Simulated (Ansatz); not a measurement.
# ZnS: the cost of one run

Computed with Ansatz 0.2.0 (DFT r2SCAN, scalar-relativistic, plane waves, PAW, unless a step's input says otherwise).

## (1) The starting structure

Symmetry: P6_3mc, No. 186, hexagonal system. The conventional cell has a = 3.811 Å, b = 3.811 Å, c = 6.234 Å, α = 90.00°, β = 90.00°, γ = 120.00°. Zn (site symmetry 3m) has 4 S at 2.31 to 2.40 Å in its first shell of neighbours. S (site symmetry 3m) has 4 Zn at 2.31 to 2.40 Å in its first shell of neighbours.

Coordinates:

```
Zn S
1.0
     3.81100    0.00000    0.00000
    -1.90550    3.30042    0.00000
     0.00000    0.00000    6.23400
Zn S
2 2
Cartesian
  0.0000 2.2003 0.0000
  1.9055 1.1001 3.1170
  0.0000 2.2003 2.4001
  1.9055 1.1001 5.5171
```

The cell is taken as given, not relaxed at this level.

## (2) Zero of energy

The reference gives a free energy of -8466.8668 eV, pressure 0.13 GPa, largest force 0.318 eV/Å and gap on the mesh 2.82 eV. It was computed beforehand with the settings of the runs below.

## (3) Next: random displacements

All atoms are moved at random with no net shift, in some cells together with a random strain.

## (4) rms move = 0.032 Å

File input.yaml:

```yaml
crystal:
  lattice:
    - [3.6348887959, -0.2111738029, -0.0965741314]
    - [-2.0003262759, 3.3122190801, -0.0625544781]
    - [-0.1579751581, -0.2093629949, 6.4825729705]
  atoms:
    - { symbol: Zn, position: [0.3285634672, 0.6631218114, -0.0016305061] }
    - { symbol: Zn, position: [0.6602480458, 0.3262685226, 0.5004242987] }
    - { symbol: S, position: [0.3365393215, 0.6791303832, 0.3867449885] }
    - { symbol: S, position: [0.6746491655, 0.3314792828, 0.8844612189] }
basis:
  ecutwfc: 500
kpoints:
  mp_grid: { grid: [6, 6, 4] }
hamiltonian:
  xc: r2scan
scf:
  occupations: { method: gaussian, width: 0.05 }
output:
  forces: true
  stress: true
  eigenvalues: true
```

On the command line:

```console
> ansatz run input.yaml --threads 2 --pin off --max-ram 5120MiB --backend cpu --events-out ev --progress --plain --runs-dir out
```

Q: Estimate wall time and peak memory on 2 threads of Intel Xeon Platinum 8259CL at 2.50GHz (Skylake/Cascade Lake), shared host.

About 18 s, with a peak of 0.59 GiB.
